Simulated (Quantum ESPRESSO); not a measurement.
# Te under changes of volume

One of the cells (32.696 Å³/atom); the others are scaled copies at fixed shape and fractional positions:

```
Te
1.0
     3.82029   -2.14820    0.00000
     3.82029    2.14820    0.00000
    -0.09429    0.00000    5.97609
Te
3
Direct
  0.00000 0.00000 0.00000
  0.30945 0.30945 0.33881
  0.69055 0.69055 0.66119
```

This isn't the form of Te at room conditions, which is trigonal, of chains.

- Program: Quantum ESPRESSO 7.5
- Functional: PBE
- Potentials or basis: SSSP 1.3 efficiency PBE
- Cutoff: 748 eV
- Density cutoff: 5987 eV
- k mesh: 7 × 7 × 5
- Occupations: fermi-dirac, width 0.05 eV
- Spin: no spin polarisation

```tsv
volume (Å³/atom)	energy over the lowest point (meV/atom)	pressure (GPa)	largest force (eV/Å)
30.734	26.75	4.1	0.356
31.388	?	?	?
32.042	4.03	1.5	0.216
32.696	0.00	0.4	0.154
33.350	0.17	-0.5	0.096
34.004	4.09	-1.4	0.043
34.658	11.37	-2.2	0.016
```

What does the run at 31.388 Å³/atom give?

Energy over the lowest point 12.76 meV/atom; pressure 2.8 GPa; largest force 0.284 eV/Å.

Worked out: A Birch-Murnaghan fit of order 3 (a polynomial in V^(-2/3)) to the other rows has its minimum at 32.99 Å³/atom with B0 = V·E''(V) = 49 GPa and B' = 4.7 at fixed shape and positions, which overstates the stiffness. It gives 12.76 meV/atom at 31.388 Å³/atom, against the run's 12.76, and -dE/dV = 2.8 GPa, against 2.8.

Energies are extrapolated to zero smearing.
